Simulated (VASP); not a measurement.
Crystal: Mg.

```
Mg
1.0
     3.20930    0.00000    0.00000
    -1.60465    2.77934    0.00000
     0.00000    0.00000    5.21030
Mg
2
Direct
  0.66667 0.33333 0.75000
  0.33333 0.66667 0.25000
```

- Program: VASP 6.6.1
- Task: relaxation of cell and atoms
- Functional: LDA
- Potentials or basis: VASP PAW LDA potentials, release 64 (Mg)
- Cutoff: 600 eV
- k mesh: 10 × 10 × 5
- Occupations: fermi-dirac, width 0.05 eV
- Spin: no spin polarisation

At the start: pressure -2.7 GPa; volume 23.24 Å³/atom.

How do energy, volume and symmetry change on relaxing?

Over 7 steps the energy falls by 18.3 meV/atom and the volume is 21.43 Å³/atom (-7.8 %); space group P6_3/mmc (No. 194, to 0.05 Å).

Step by step:
```csv
step,energy change (eV),largest force (eV/Å),pressure (GPa),volume (Å³)
1,0.0000,0.0000,-2.71,46.47
2,-0.0316,0.0000,-0.81,43.88
3,-0.0348,0.0000,0.07,42.90
4,-0.0348,0.0000,0.14,42.83
5,-0.0362,0.0000,0.13,42.85
6,-0.0366,0.0000,0.13,42.87
7,-0.0366,0.0000,0.13,42.87
```

Final structure:
```yaml
crystal:
  lattice:
    - [3.09390, 0.00000, 0.00000]
    - [-1.54695, 2.67940, 0.00000]
    - [0.00000, 0.00000, 5.17115]
  atoms:
    - { symbol: Mg, position: [0.66667, 0.33333, 0.75000] }
    - { symbol: Mg, position: [0.33333, 0.66667, 0.25000] }
```
